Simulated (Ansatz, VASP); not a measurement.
Ti2C in VASP and in Ansatz

```
CELL_PARAMETERS angstrom
0.00000 4.31250 4.31250
4.31250 0.00000 4.31250
4.31250 4.31250 0.00000
ATOMIC_POSITIONS crystal
Ti 0.85681 0.38106 0.38106
Ti 0.38106 0.38106 0.38106
Ti 0.38106 0.38106 0.85681
Ti 0.86894 0.39319 0.86894
Ti 0.86894 0.86894 0.86894
Ti 0.39319 0.86894 0.86894
Ti 0.86894 0.86894 0.39319
Ti 0.38106 0.85681 0.38106
C 0.62500 0.62500 0.62500
C 0.12500 0.62500 0.62500
C 0.62500 0.62500 0.12500
C 0.62500 0.12500 0.62500
```

The cell comes from a database or a generator and needn't be the stable form of this composition.

Alike in both runs: task single point; functional PBEsol; k mesh 4 × 4 × 4; occupations gaussian, width 0.1 eV; no spin polarisation.

```csv
,VASP,Ansatz
version,VASP 6.6.1,Ansatz 0.2.0
potentials or method,"VASP PAW PBE potentials, release 64 (Ti_sv, C)","scalar-relativistic, plane waves, PAW"
plane-wave cutoff (eV),520,420
valence electrons in the cell,112,112
```

|  | VASP | Ansatz | Ansatz less VASP |
| --- | --- | --- | --- |
| gap on the k mesh at the Fermi level (eV) | none | none | - |
| pressure (GPa) | -4.5 | -4.6 | -0.16 |
| rms of the force components (eV/Å) | 0.105 | 0.117 | +0.0115 |

Atom by atom the forces differ by 0.012 eV/Å (rms over components). A gap of «none» marks a metal or a gap that the smearing closes.

Caveats: the PAW data sets were made with another functional, which shifts forces and pressure a little (VASP).
